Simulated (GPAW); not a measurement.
Ag, 1 atom in the cell. The structure is cubic, space group Fm-3m (No. 225). The conventional cell has a = 4.085 Å, b = 4.085 Å, c = 4.085 Å, α = 90.00°, β = 90.00°, γ = 90.00°. Around Ag (site symmetry m-3m) lie 12 Ag at 2.89 Å. 

```yaml
Program: GPAW 26.7.0
Task: single point
Functional: PBE
Potentials_or_basis: GPAW PAW data sets (gpaw-data 1.2.1), other valence
Cutoff: 500 eV
Basis: pw
k_mesh: 9 × 9 × 9
Occupations: fermi-dirac, width 0.01 eV
Spin: no spin polarisation
Maxiter: 150
Data_set: Ag 11
```

Potentials or basis: GPAW PAW data sets (gpaw-data 1.2.1), other valence, pw.

Launch:

```bash
$ OMP_NUM_THREADS=1 python run.py
```

Hardware: 1 thread of Intel(R) Xeon(R) Platinum 8259CL CPU @ 2.50GHz (Skylake/Cascade Lake), on a shared host.

How long does it take, and how much memory?

It took 7.7 s on 1 thread of Intel(R) Xeon(R) Platinum 8259CL CPU @ 2.50GHz (Skylake/Cascade Lake), with other jobs on the host, peak memory 0.13 GiB. Counts: scf iterations 8, plane waves 448, bands 15, k points 35.
